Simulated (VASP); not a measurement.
A run of VASP 6.6.1:

File INCAR:

```
SYSTEM = Ca
PREC     = Accurate       ! precision mode
ENCUT    = 520            ! plane-wave cutoff, eV
EDIFF    = 1E-6           ! SCF threshold, eV
ISMEAR   = -1             ! smearing method
SIGMA    = 0.02           ! smearing width, eV
LREAL    = .False.        ! projectors in reciprocal space
LASPH    = .True.         ! aspherical terms in the spheres
NELM     = 100            ! most SCF steps
ALGO     = Fast           ! electronic algorithm
ISIF     = 2              ! what is computed and relaxed
LWAVE    = .False.        ! write WAVECAR
LCHARG   = .False.        ! write CHGCAR
GGA      = RE             ! functional
LUSE_VDW = .True.       
AGGAC    = 0.0          
LORBIT   = 10             ! projections on sites
```

KPOINTS

```
regular mesh
0
Gamma
  9 9 9
  0 0 0
```

File POSCAR:

```
Ca
1.0
   -2.3103701401      2.3103701401      2.3008465440
    2.3103701401     -2.3103701401      2.3008465440
    2.3103701401      2.3103701401     -2.3008465440
Ca
1
Direct
    0.5000000000      0.5000000000      0.0000000000
```

Potentials or basis: VASP PAW PBE potentials, release 64 (Ca_sv).

Command:

```console
$ cat potpaw_PBE.64/Ca_sv/POTCAR > POTCAR
$ mpirun -np 1 vasp_std > vasp.out
```

Hardware: 1 thread of Intel(R) Xeon(R) Platinum 8488C (Sapphire Rapids), on a shared host.

Problem. Estimate the wall time of this run.

Solution. Wall time 62 s on 1 thread of Intel(R) Xeon(R) Platinum 8488C (Sapphire Rapids), with other jobs on the host, peak memory 0.36 GiB. Counts: scf iterations 14, k points 75.
